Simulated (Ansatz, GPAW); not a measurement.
This is a calculation of NiO for GPAW 26.7.0 (ASE script). 

File run.py:

```python
from ase.dft.bandgap import bandgap
from ase.io import read, write
from ase.units import GPa
from gpaw import GPAW, PW

atoms = read('NiO.xyz')
atoms.set_initial_magnetic_moments([1.0, 0.0])

calc = GPAW(mode=PW(800),
            xc='PBE',
            kpts={'size': (11, 11, 11), 'gamma': True},
            occupations={'name': 'methfessel-paxton', 'order': 0, 'width': 0.014},
            nbands=22,
            convergence={'density': 1e-05, 'energy': 1e-05},
            maxiter=150,
            txt='gpaw.txt')
atoms.calc = calc
energy = atoms.get_potential_energy()
forces = atoms.get_forces()
stress = atoms.get_stress()
calc.write('gs.gpw')
write('result.traj', atoms)
print(f'Energy: {energy:.6f} eV')
print('Forces (eV/A):')
print(forces.round(4))
print('Stress (GPa):', (stress / GPa).round(3))
print('Moments:', calc.get_magnetic_moments().round(3))
print('Fermi level:', round(calc.get_fermi_level(), 4), 'eV')
print(f'Gap: {bandgap(calc)[0]:.4f} eV, direct: {bandgap(calc, direct=True)[0]:.4f} eV')
```

Contents of NiO.xyz:

```xyz
2
Lattice="0.0000000000 2.0859016414 2.0859016414 2.0859016414 0.0000000000 2.0859016414 2.0859016414 2.0859016414 0.0000000000" Properties=species:S:1:pos:R:3 pbc="T T T"
Ni     0.0000000000      0.0000000000      0.0000000000
O      2.0859016414      2.0859016414      2.0859016414
```

Potentials or basis: GPAW PAW data sets (gpaw-data 1.2.1), pw.

Launch:

```console
$ OMP_NUM_THREADS=1 python run.py
```

Task: What does the same run look like in Ansatz 0.2.0? Potentials or basis there: all-electron LAPW, scalar-relativistic.

Result: As run (cutoffs and basis follow the program's own potentials, and thresholds, step limits or extra output files can differ):

input.yaml

```yaml
crystal:
  lattice:
    - [0.0, 2.0859016414, 2.0859016414]
    - [2.0859016414, 0.0, 2.0859016414]
    - [2.0859016414, 2.0859016414, 0.0]
  atoms:
    - { symbol: Ni, position: [0.0, 0.0, 0.0], spin: 1.0 }
    - { symbol: O, position: [0.5, 0.5, 0.5] }
kpoints:
  mp_grid: { grid: [11, 11, 11] }
scf:
  occupations: { method: gaussian, width: 0.014 }
hamiltonian:
  xc: pbe
  pseudopotentials: { kind: all_electron, lapw: { basis_error: 0.001 } }
magnetization:
  spin_polarized: true
output:
  forces: true
  stress: true
  eigenvalues: true
```

Potentials or basis: all-electron LAPW, scalar-relativistic.

Launch:

```sh
$ ansatz run input.yaml --threads 2 --pin off --max-ram 6144MiB --backend cpu --events-out ev --progress --plain --runs-dir out
```

Both were run:

|  | GPAW | Ansatz |
| --- | --- | --- |
| Pressure | 10.2 GPa | 6.6 GPa |
| Net moment | 1.78 μB per cell | 1.81 μB per cell |

Where Ansatz's input types no cutoff or centring, it takes its own default and a Γ-centred mesh.

The magnetic state is the one that the start led to; the real crystal's order can differ.

The two runs disagree by more than potentials and bases usually give (in gap, levels, pressure or energy); the cause wasn't traced.

The cell lies far from this level's equilibrium.

Pressure is positive in compression.
